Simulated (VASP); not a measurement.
# As (R-3m) in VASP: further runs

One crystal, As, is run at these levels: LDA, PBEsol, PBE+D3(BJ); tasks: relaxation of cell and atoms.

Program: VASP 6.6.1. These are calculated values, not measurements. Logs are shortened: lines on timing, memory, paths and dates and some standing lists are left out, and cuts for length are marked.

**1. The structure**

The structure is trigonal, space group R-3m (No. 166). The conventional cell has a = 3.768 Å, b = 3.768 Å, c = 9.965 Å, α = 90.00°, β = 90.00°, γ = 120.00°. As (site symmetry 3m) has 3 As at 2.52 Å as nearest neighbours.

**2. Relaxation of cell and atoms, LDA**

Contents of INCAR:

```
ALGO = Normal
EDIFF = 1E-7
EDIFFG = -0.005
ENCUT = 600
IBRION = 2
ISIF = 3
ISMEAR = 1
KPAR = 2
LASPH = True
LCHARG = False
LREAL = False
LWAVE = False
NELM = 80
NSW = 90
PREC = Accurate
SIGMA = 0.1
```

Contents of KPOINTS:

```
k-points
0
Gamma
  12 12 12
```

Contents of POSCAR:

```
As                                      
1.0
    1.8839956731      1.0877254090      3.3215676018
   -1.8839956731      1.0877254090      3.3215676018
   -0.0000000000     -2.1754508181      3.3215676018
  As            
     2
Direct
     0.7690925403518178    0.7690925403518178    0.7690925403518165
     0.2309074596481822    0.2309074596481822    0.2309074596481833
```

Potentials or basis: VASP PAW LDA potentials, release 64 (As).

Run with:

```bash
$ cat potpaw_LDA.64/As/POTCAR > POTCAR
$ mpirun -np 2 vasp_std > vasp.out
```

OUTCAR:

```text
EDIFF = 1E-7
   EDIFFG = -0.005
   ENCUT = 600
   IBRION = 2
   ISIF = 3
   ISMEAR = 1
   LASPH = True
   LREAL = False
   NELM = 80
   NSW = 90
   PREC = Accurate

 ion  position               nearest neighbor table
   1  0.769  0.769  0.769-   2 2.52   2 2.52   2 2.52
   2  0.231  0.231  0.231-   1 2.52   1 2.52   1 2.52

  LATTYP: Found a trigonal (rhomboedric) cell.
 ALAT       =     3.9705664073
 COS(alpha) =     0.5497177061

  Lattice vectors:

 A1 = (   1.8839956731,   1.0877254090,   3.3215676018)
 A2 = (  -1.8839956731,   1.0877254090,   3.3215676018)
 A3 = (   0.0000000000,  -2.1754508181,   3.3215676018)

Analysis of symmetry for initial positions (statically):
=====================================================================
 Subroutine PRICEL returns:
 Original cell was already a primitive cell.

 Routine SETGRP: Setting up the symmetry group for a
 trigonal (rhombohedral) supercell.

 Subroutine GETGRP returns: Found 12 space group operations
 (whereof 12 operations were pure point group operations)
 out of a pool of 12 trial point group operations.

The static configuration has the point symmetry D_3d.

Analysis of symmetry for dynamics (positions and initial velocities):
=====================================================================
 Subroutine PRICEL returns:
 Original cell was already a primitive cell.

 Routine SETGRP: Setting up the symmetry group for a
 trigonal (rhombohedral) supercell.

 Subroutine GETGRP returns: Found 12 space group operations
 (whereof 12 operations were pure point group operations)
 out of a pool of 12 trial point group operations.

The dynamic configuration has the point symmetry D_3d.

 Subroutine INISYM returns: Found 12 space group operations
 (whereof 12 operations are pure point group operations),
 and found     1 'primitive' translations

----------------------------------------------------------------------------------------

                                     Primitive cell

  volume of cell :      40.8407

  direct lattice vectors                    reciprocal lattice vectors
     1.883995673  1.087725409  3.321567602     0.265393391  0.153224946  0.100354222
    -1.883995673  1.087725409  3.321567602    -0.265393391  0.153224946  0.100354222
     0.000000000 -2.175450818  3.321567602     0.000000000 -0.306449891  0.100354222

  length of vectors
     3.970566407  3.970566407  3.970566407     0.322463185  0.322463185  0.322463185

  position of ions in fractional coordinates (direct lattice)
     0.769092540  0.769092540  0.769092540
     0.230907460  0.230907460  0.230907460

  ion indices of the primitive-cell ions
   primitive index   ion index
                 1           1
                 2           2

----------------------------------------------------------------------------------------

 KPOINTS: k-points

Automatic generation of k-mesh.
 Grid dimensions read from file:
 generate k-points for:   12   12   12

 Generating k-lattice:

  Cartesian coordinates                     Fractional coordinates (reciprocal lattice)
     0.022116116  0.012768745  0.008362852     0.083333333  0.000000000 -0.000000000
    -0.022116116  0.012768745  0.008362852     0.000000000  0.083333333 -0.000000000
     0.000000000 -0.025537491  0.008362852    -0.000000000 -0.000000000  0.083333333

  Length of vectors
     0.026871932  0.026871932  0.026871932

  Shift w.r.t. Gamma in fractional coordinates (k-lattice)
     0.000000000  0.000000000  0.000000000

 Subroutine IBZKPT returns following result:
 ===========================================

 Found    189 irreducible k-points:

 Following reciprocal coordinates:
            Coordinates               Weight
  0.000000  0.000000  0.000000      1.000000
  0.083333 -0.000000  0.000000      6.000000
  0.166667  0.000000  0.000000      6.000000
  0.250000  0.000000 -0.000000      6.000000
  0.333333  0.000000  0.000000      6.000000
  0.416667  0.000000  0.000000      6.000000
[... 16 lines left out ...]
  0.500000  0.166667 -0.000000     12.000000
 -0.416667  0.166667  0.000000     12.000000
 [... further k-points ...]
   k-points           NKPTS =    189   k-points in BZ     NKDIM =    189   number of bands    NBANDS=      9
   number of dos      NEDOS =    301   number of ions     NIONS =      2
   total plane-waves  NPLWV =  32768
   dimension x,y,z NGX =    32 NGY =   32 NGZ =   32
   dimension x,y,z NGXF=    64 NGYF=   64 NGZF=   64
   ions per type =               2
   NGX,Y,Z   is equivalent  to a cutoff of  13.40, 13.40, 13.40 a.u.
   NGXF,Y,Z  is equivalent  to a cutoff of  26.80, 26.80, 26.80 a.u.
 SYSTEM =  unknown system
   PREC   = accura    normal or accurate (medium, high low for compatibility)
   ISTART =      0    job   : 0-new  1-cont  2-samecut
   ICHARG =      2    charge: 1-file 2-atom 10-const
   ISPIN  =      1    spin polarized calculation?
   LNONCOLLINEAR =      F non collinear calculations
   LSORBIT =      F    spin-orbit coupling
   LASPH  =      T    aspherical Exc in radial PAW
   ENCUT  =  600.0 eV  44.10 Ry    6.64 a.u.   7.93  7.93  7.93*2*pi/ulx,y,z
   NELM   =     80;   NELMIN=  2; NELMDL= -5     # of ELM steps
   EDIFF  = 0.1E-06   stopping-criterion for ELM
   LREAL  =      F    real-space projection
   EDIFFG = -.5E-02   stopping-criterion for IOM
   NSW    =     90    number of steps for IOM
   IBRION =      2    ionic relax: 0-MD 1-quasi-New 2-CG
   NFREE  =      1    steps in history (QN), initial steepest desc. (CG)
   ISIF   =      3    stress and relaxation
   ISYM   =      2    0-nonsym 1-usesym 2-fastsym
   POTIM  = 0.5000    time-step for ionic-motion
   TEBEG  =    0.0;   TEEND  =   0.0 temperature during run
   PSTRESS=    0.0 pullay stress
   NELECT =      10.0000    total number of electrons
   NUPDOWN=      -1.0000    fix difference up-down
   EMIN   =  10.00;   EMAX   =-10.00  energy-range for DOS
   EFERMI =   0.00;   METHOD = LEGACY
   ISMEAR =     1;   SIGMA  =   0.10  broadening in eV -4-tet -1-fermi 0-gaus
   EFERMI_NEDOS =   21; number of points for ismear=-14 and -15
   IALGO  =     38    algorithm
   IMIX   =      4    mixing-type and parameters
     AMIX     =   0.40;   BMIX     =  1.00
     AMIX_MAG =   1.60;   BMIX_MAG =  1.00
  volume/ion in A,a.u.               =      20.42       137.80
  Fermi-wavevector in a.u.,A,eV,Ry     =   1.024182  1.935423 14.271805  1.048948
  Thomas-Fermi vector in A             =   2.157955
   LORBIT       =      0    0 simple, 1 ext, 2 COOP (PROOUT), +10 PAW based schemes
   GGA     = CA    functional components
   LHFCALC =     F    Hartree Fock is set to
   AEXX    =    0.0000 exact exchange contribution
   IVDW    =     0    specifies the selected vdW correction
   LEPSILON=     F    determine dielectric tensor
   LRPA    =     F    only Hartree local field effects (RPA)
 conjugate gradient relaxation of ions
 non-spin polarized calculation
 Methfessel and Paxton  Order N= 1 SIGMA  =   0.10
  energy-cutoff  :      600.00
  volume of cell :       40.84
 maximum number of plane-waves:      1394
   NGX = 15   NGY = 15   NGZ = 15

 number of electron      10.0000000 magnetization

 Free energy of the ion-electron system (eV)
  ---------------------------------------------------
  ext. energy  EPLUGINS =         0.00000000
  ---------------------------------------------------
  free energy    TOTEN  =       -10.78589712 eV

  energy without entropy =      -10.78589438  energy(sigma->0) =      -10.78589621

 E-fermi :   6.0018     XC(G=0): -10.4078

 val. band max:        5.8288578943   @ k =   0.4167   0.3333   0.3333
 cond. band min:       6.0122829390   @ k =   0.4167   0.0833   0.0833
 fundamental gap:      0.1834250447
 Fermi energy:         6.0017984899

 k-point     1 :       0.0000    0.0000    0.0000
  band No.  band energies     occupation
      1      -9.3250      2.00000
      2       0.4824      2.00000
      3       3.6076      2.00000
      4       3.8617      2.00000
      5       3.8617      2.00000
      6       8.1672      0.00000
      7       9.1617      0.00000
      8       9.1617      0.00000
      9      12.4165      0.00000

 k-point     2 :       0.0833   -0.0000    0.0000
  band No.  band energies     occupation
      1      -9.2295      2.00000
      2       0.0555      2.00000
      3       3.6274      2.00000
      4       3.8188      2.00000
      5       3.9855      2.00000
      6       8.2198      0.00000
      7       8.9390      0.00000
      8       8.9896      0.00000
      9      11.9406      0.00000

 k-point     3 :       0.1667    0.0000    0.0000
  band No.  band energies     occupation
      1      -8.9442      2.00000
      2      -0.9547      2.00000
      3       3.5681      2.00000
      4       3.7127      2.00000
      5       4.3189      2.00000
      6       8.0278      0.00000
      7       8.4376      0.00000
      8       8.4942      0.00000
      9      11.6030      0.00000

 k-point     4 :       0.2500    0.0000   -0.0000
  band No.  band energies     occupation
      1      -8.4733      2.00000
      2      -2.1979      2.00000
      3       3.5205      2.00000
      4       3.5910      2.00000
      5       4.6525      2.00000
      6       7.4345     -0.00000
      7       7.7350     -0.00000
      8       7.8613     -0.00000
      9      12.1063      0.00000

 k-point     5 :       0.3333    0.0000    0.0000
  band No.  band energies     occupation
      1      -7.8272      2.00000
      2      -3.4810      2.00000
      3       3.4929      2.00000
      4       3.5381      2.00000
      5       4.9541      2.00000
      6       6.7774     -0.00000
      7       6.9845     -0.00000
      8       7.2983     -0.00000
      9      13.0425      0.00000

 k-point     6 :       0.4167    0.0000    0.0000
  band No.  band energies     occupation
      1      -7.0382      2.00000
      2      -4.6809      2.00000
      3       3.4348      2.00000
      4       3.6015      2.00000
      5       5.2754      2.00000
      6       6.1773     -0.03246
      7       6.4340     -0.00000
      8       6.9212     -0.00000
      9      14.2716      0.00000
[... 169 lines left out ...]
 k-point    21 :       0.3333    0.1667    0.0000
  band No.  band energies     occupation
      1      -8.0159      2.00000
      2      -2.6426      2.00000
      3       2.1102      2.00000
      4       2.6178      2.00000
      5       4.1061      2.00000
      6       7.9867     -0.00000
      7       8.8416      0.00000
      8       9.3232      0.00000
      9      10.8193      0.00000

 k-point    22 :       0.4167    0.1667    0.0000
  band No.  band energies     occupation
      1      -7.3474      2.00000
      2      -3.7479      2.00000
      3       1.8381      2.00000
      4       2.5728      2.00000
      5       3.8034      2.00000
      6       8.1716      0.00000
      7       8.4331      0.00000
      8       9.0762      0.00000
      9      11.5042      0.00000

 k-point    23 :       0.5000    0.1667   -0.0000
  band No.  band energies     occupation
      1      -6.5619      2.00000
      2      -4.8168      2.00000
      3       1.5422      2.00000
      4       2.7759      2.00000
      5       3.7703      2.00000
      6       7.7295     -0.00000
      7       7.9042     -0.00000
      8       9.2980      0.00000
      9      12.8758      0.00000

 k-point    24 :      -0.4167    0.1667    0.0000
  band No.  band energies     occupation
      1      -6.2069      2.00000
      2      -5.2472      2.00000
      3       1.3496      2.00000
      4       3.1719      2.00000
      5       3.9512      2.00000
      6       7.1353     -0.00000
      7       7.4935     -0.00000
      8       9.6280      0.00000
      9      14.0837      0.00000

 [... further k-points ...]
[... 5 lines left out ...]
  --------------------------------------------------------------------------------------
  -------------------------------------------------------------------------------------
  Total       -0.0008817     -0.0008817      0.0048336     -0.0000000     -0.0000000      0.0000000
  in kB       -0.0345881     -0.0345881      0.1896204     -0.0000000     -0.0000000      0.0000000
  external PRESSURE =       0.0401481 kB  Pullay stress =       0.0000000 kB

 VOLUME and BASIS-vectors are now :
 -----------------------------------------------------------------------------
  energy-cutoff  :      600.00
  volume of cell :       40.84
      direct lattice vectors                 reciprocal lattice vectors
     1.883995673  1.087725409  3.321567602     0.265393391  0.153224946  0.100354222
    -1.883995673  1.087725409  3.321567602    -0.265393391  0.153224946  0.100354222
     0.000000000 -2.175450818  3.321567602     0.000000000 -0.306449891  0.100354222

 POSITION                                       TOTAL-FORCE (eV/Angst)
 -----------------------------------------------------------------------------------
      0.00000     -0.00000      7.66378         0.000000      0.000000     -0.001227
      0.00000     -0.00000      2.30092         0.000000     -0.000000      0.001227
 -----------------------------------------------------------------------------------
    total drift:                                0.000000      0.000000     -0.000000

  FREE ENERGIE OF THE ION-ELECTRON SYSTEM (eV)
  ---------------------------------------------------
  free  energy   TOTEN  =       -10.7858971242 eV

  energy  without entropy=      -10.7858943850  energy(sigma->0) =      -10.78589621

 reached required accuracy - stopping structural energy minimisation
```

Run time: 14 s. Hardware: 2 MPI ranks of Intel Xeon 6975P-C (Granite Rapids), shared host; peak memory 0.19 GiB.

What came out:

* Free energy: -10.7859 eV
* Pressure after relaxing: 0.0 GPa
* Band gap on the k mesh: none (metal or under the smearing width)

Final structure:
```yaml
crystal:
  lattice:
    - [1.88400, 1.08773, 3.32157]
    - [-1.88400, 1.08773, 3.32157]
    - [0.00000, -2.17545, 3.32157]
  atoms:
    - { symbol: As, position: [0.76909, 0.76909, 0.76909] }
    - { symbol: As, position: [0.23091, 0.23091, 0.23091] }
```

Levels at points of the mesh, in eV from the Fermi level:
```tsv
k point	band 2	band 3	band 4	band 5	band 6	band 7	band 8	band 9
(0.00, 0.00, 0.00)	-5.52	-2.39	-2.14	-2.14	2.17	3.16	3.16	6.41
(0.50, 0.00, 0.00)	-11.44	-2.59	-2.36	-0.36	-0.30	0.23	0.79	9.49
(0.50, 0.50, 0.00)	-9.58	-6.50	-4.46	-4.41	1.53	5.79	6.73	7.83
(0.50, 0.50, 0.50)	-10.54	-1.76	-1.76	-0.71	0.26	0.26	1.52	8.55
```

Caveat: the relaxation stopped at its first step, so nothing moved.

(Part 1 of 3 ends here.)
